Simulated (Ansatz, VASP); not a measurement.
**Al in VASP and in Ansatz**

The input POSCAR:

```
Al
1.0
   -1.6070768880      1.6070768880      1.6070768880
    1.6070768880     -1.6070768880      1.6070768880
    1.6070768880      1.6070768880     -1.6070768880
Al
1
Direct
    0.0000000000      0.0000000000      0.0000000000
```

The input INCAR.step1:

```
  PREC = Accurate
  ENCUT = 600
  ISMEAR = -1
  SIGMA = 0.1
  LREAL = False
  LASPH = True
  NELM = 60
  GGA = PE
  ALGO = Normal
  EDIFF = 1E-4
  LWAVE = True
  LCHARG = False
```

INCAR.step2

```
  PREC = Accurate
  ENCUT = 600
  EDIFF = 1E-6
  ISMEAR = -1
  SIGMA = 0.1
  LREAL = False
  LASPH = True
  NELM = 60
  ALGO = Normal
  ISIF = 3
  LWAVE = False
  LCHARG = False
  METAGGA = R2SCAN
  LMIXTAU = True
  IBRION = 2
  NSW = 80
  EDIFFG = -0.01
  ISTART = 1
```

KPOINTS

```
Automatic mesh
0
Gamma
  14 14 14
```

Input for Ansatz:

```yaml
crystal:
  lattice:
    - [-1.607076888, 1.607076888, 1.607076888]
    - [1.607076888, -1.607076888, 1.607076888]
    - [1.607076888, 1.607076888, -1.607076888]
  atoms:
    - { symbol: Al, position: [0.0, 0.0, 0.0] }
hamiltonian:
  xc: r2scan
  pseudopotentials:
    kind: paw
    azcp:
      Al: "pseudopotentials/Al.paw.azcp"
basis:
  ecutwfc: 500
  fft_grid_basis: typed
kpoints:
  mp_grid: { grid: [14, 14, 14], shift: [0, 0, 0] }
magnetization:
  spin_polarized: false
scf:
  occupations: { method: fermi_dirac, width: 0.1 }
relax:
  max_steps: 60
  f_tol: 0.01
  cell: {}
```

The cell was built by a generator and needn't be a form met in nature.

Alike in both runs: task relaxation of cell and atoms; functional r2SCAN; k mesh 14 × 14 × 14; occupations fermi-dirac, width 0.1 eV; no spin polarisation.

|  | VASP | Ansatz |
| --- | --- | --- |
| version | VASP 6.6.1 | Ansatz 0.2.0 |
| potentials or method | VASP PAW PBE potentials, release 64 (Al) | plane waves (500 eV) with PAW, scalar-relativistic |
| plane-wave cutoff (eV) | 600 | 500 |
| valence electrons in the cell | 3 | 3 |

VASP gave:

```
relaxed volume (Å³/atom)                                     : 16.20
relaxed cell length with the largest relative difference (Å) : 2.761
energy change over the relaxation (meV/atom)                 : -3
```

Question: What did Ansatz give for the same quantities?

Answer: Relaxed volume (Å³/atom): 16.24; relaxed cell length with the largest relative difference (Å): 2.763; energy change over the relaxation (meV/atom): -2.

Caveats: the PAW data sets were made with another functional, which shifts forces and pressure a little (VASP).
